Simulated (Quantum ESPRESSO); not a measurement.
Crystal: HfN.

```
CELL_PARAMETERS angstrom
0.00000 2.25600 2.25600
2.25600 0.00000 2.25600
2.25600 2.25600 0.00000
ATOMIC_POSITIONS crystal
Hf 0.00000 0.00000 0.00000
N 0.50000 0.50000 0.50000
```

```yaml
Program: Quantum ESPRESSO 7.5
Task: phonons
Functional: vdW-DF-cx
Potentials_or_basis: PseudoDojo 0.4.1 SR PBE standard
Cutoff: 1143 eV
Density_cutoff: 4572 eV
k_mesh: 8 × 8 × 8
Occupations: cold, width 0.2 eV
Spin: no spin polarisation
Mixing_beta: 0.5
Most_SCF_iterations: 120
SCF_threshold: 4e-10 Ry
```

The cell and the atoms were relaxed first, to 11.47 Å³/atom (a = 3.189 Å, b = 3.189 Å, c = 3.189 Å, α = 60.00°, β = 60.00°, γ = 60.00°), and the response was taken there.

Problem. What is the highest optical frequency at the zone centre?

Solution. 503 cm⁻¹, a mode of symmetry T1u (IR).

Optical modes at Γ, degenerate ones joined:
```csv
cm⁻¹,components,symmetry,active in
503,3,T1u,IR
```

Caveat: the mesh is thin for the phonons of a metal; the potentials were made for another functional, which shifts forces and pressure.
